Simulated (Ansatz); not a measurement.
# Ir (Fm-3m), symmetry broken, then relaxed

Method: Ansatz, DFT PBE, scalar-relativistic, plane waves, PAW. Cutoff 420 eV, Γ-centred 12×12×14 k-points, Gaussian smearing of 0.15 eV. Spin–orbit coupling is left out, which can shift energies with elements as heavy as these. No spin polarisation. Energies are free energies at this smearing, counted from the undisturbed cell; pressure is positive in compression.

Zero of the scan (relaxed at this level):

```
Ir
1.0
     0.00000   -1.93533   -1.93533
    -1.93533    0.00000   -1.93533
     1.93533    1.93533   -3.87066
Ir
2
Cartesian
  0.0000 0.0000 -3.8707
  0.0000 0.0000 0.0000
```

The atoms are displaced (Å, in the unstrained cell):

| atom | ux | uy | uz |
| --- | --- | --- | --- |
| Ir1 | -0.068 | -0.028 | -0.090 |
| Ir2 | 0.068 | 0.028 | 0.090 |

The atoms are then relaxed in that fixed cell.

Problem. Does the relaxation return to the undisturbed structure?

Solution. Yes (up to a choice of domain or origin): same space group and volume, and an energy 0.0 meV/atom from it. The disturbance itself cost 58.5 meV/atom. The final space group reads Fm-3m (tolerance 0.05 Å) and the volume changes by 0.00 %.

Final structure:

```
CELL_PARAMETERS angstrom
0.00000 -1.93533 -1.93533
-1.93533 0.00000 -1.93533
1.93533 1.93533 -3.87066
ATOMIC_POSITIONS crystal
Ir 0.50009 0.50033 0.49998
Ir 0.99991 0.99967 0.00002
```

The relaxation, step by step (energy from the first step):

| step | ΔE (meV/atom) | largest force component (eV/Å) | pressure (GPa) |
| --- | --- | --- | --- |
| 1 | 0.0 | 0.705 | n/a |
| 2 | -41.1 | 0.439 | n/a |
| 3 | -58.5 | 0.007 | n/a |
| 4 | -58.5 | 0.007 | n/a |

Frames along the relaxation (Å, eV/Å):

```xyz
2
Lattice="0.000 -1.935 -1.935 -1.935 0.000 -1.935 1.935 1.935 -3.871" Properties=species:S:1:pos:R:3:forces:R:3 pbc="T T T" step=1
Ir   -0.068   -0.028   -3.960    0.656    0.317    0.705
Ir    0.068    0.028    0.090   -0.656   -0.317   -0.705
2
Lattice="0.000 -1.935 -1.935 -1.935 0.000 -1.935 1.935 1.935 -3.871" Properties=species:S:1:pos:R:3:forces:R:3 pbc="T T T" step=2
Ir    0.036    0.014   -3.820   -0.311   -0.118   -0.439
Ir   -0.036   -0.014   -0.050    0.311    0.118    0.439
2
Lattice="0.000 -1.935 -1.935 -1.935 0.000 -1.935 1.935 1.935 -3.871" Properties=species:S:1:pos:R:3:forces:R:3 pbc="T T T" step=3
Ir   -0.001    0.000   -3.871    0.007    0.003    0.006
Ir    0.001    0.000    0.001   -0.007   -0.003   -0.006
2
Lattice="0.000 -1.935 -1.935 -1.935 0.000 -1.935 1.935 1.935 -3.871" Properties=species:S:1:pos:R:3:forces:R:3 pbc="T T T" step=4
Ir   -0.001    0.000   -3.871    0.007    0.003    0.006
Ir    0.001    0.000    0.001   -0.007   -0.003   -0.006
```

Cost: 3 runs of about 6.3 core-minutes in all, on Intel Xeon Processor @ 2.50GHz (Skylake/Cascade Lake) (shared hosts).